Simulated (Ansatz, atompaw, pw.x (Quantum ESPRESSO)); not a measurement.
**ytterbium (Yb): does the PAW (atompaw) potential hold in the solid?**

- Element: ytterbium
- Generator: atompaw 4.2.0.5
- Type: PAW
- Functional: PBE
- Relativity: scalar-relativistic
- Frozen core: [Kr] 4d10
- Valence charge: 24
- Reference configuration: 4f14 5s2 5p6 5d0 6s2 6p0
- Partial waves: 5s (bound); 6s (bound); 5p (bound); 6p (bound, empty); 5d (bound, empty); 5d channel at 2.2 Ry; 4f (bound); 4f channel at 0.5 Ry
- Local potential: ultrasoft scheme with l = 4 at 0.5 Ry, radius 2.50 bohr
- Core correction: smooth core density matched at 1.95 bohr
- Augmentation charge: sinc compensation charge, radius 2.15 bohr; PAW radius 2.80 bohr; waves and projectors: bloechl

Atomic tests: cutoffs needed: 35 Ry and 45 Ry (the cutoffs (Ry, on a coarse ladder) from which the occupation-weighted sum of valence levels, in a spherical-Bessel basis at the reference potential, stays within 10 and 1 mRy of its value at 400 Ry); ghost test: no extra level below or beside the all-electron valence levels (s, p, d, f tested) (spherical-Bessel basis up to 400 Ry, 20 bohr box); lowest eigenvalue of the overlap operator: 0.51 (s channel).

Crystal test: sc Yb in pw.x 7.5, no spin, 10³ k-points, Fermi–Dirac smearing 0.01 Ry, cutoffs 55/550 Ry. The reference is all-electron LAPW (Ansatz 0.2.0) with the same functional, mesh and smearing; V0 and B0 come from Birch–Murnaghan fits to the pressures at five volumes. Errors are pseudo minus all-electron; Δ is the rms difference of the E(V) curves that follow from these fits, minima aligned, over ±6 % about the mean V0. Mesh and smearing are coarse, so the numbers serve the comparison and aren't converged zero-temperature values; the lattice is a test structure that the element need not adopt.

All-electron: a0 = 3.401 Å (V0 = 39.32 Å³/atom), B0 = 11.7 GPa.

Q: How far does the potential miss the all-electron equation of state?

A: mean pressure error (GPa): +0.25; a0 (Å): 3.424; a0 error (%): +0.70; B0 error (%): +3.5; Δ (meV/atom): 2.1. This is a poor potential for the solid.

```tsv
V (Å³/atom)	P all-electron (GPa)	P pseudo (GPa)
37.396	0.65	0.94
38.380	0.30	0.59
39.364	-0.01	0.24
40.348	-0.29	-0.06
41.332	-0.53	-0.34
```

Q: At the middle volume, how do free energy and pressure move when the wave cutoff is lowered (ecutrho held at 550 Ry)?

A:

| cutoff (Ry) | shift of F (meV/atom) | shift of P (GPa) |
| --- | --- | --- |
| 25 | +825.2 | -10.99 |
| 33 | +142.4 | -2.76 |
| 44 | +9.5 | -0.23 |

The run at the middle volume (56 k-points, 33 iterations) took about 81 s on one core of a shared host (AMD EPYC 9R45 96-Core Processor, 96 threads, 376 GiB, load 27).
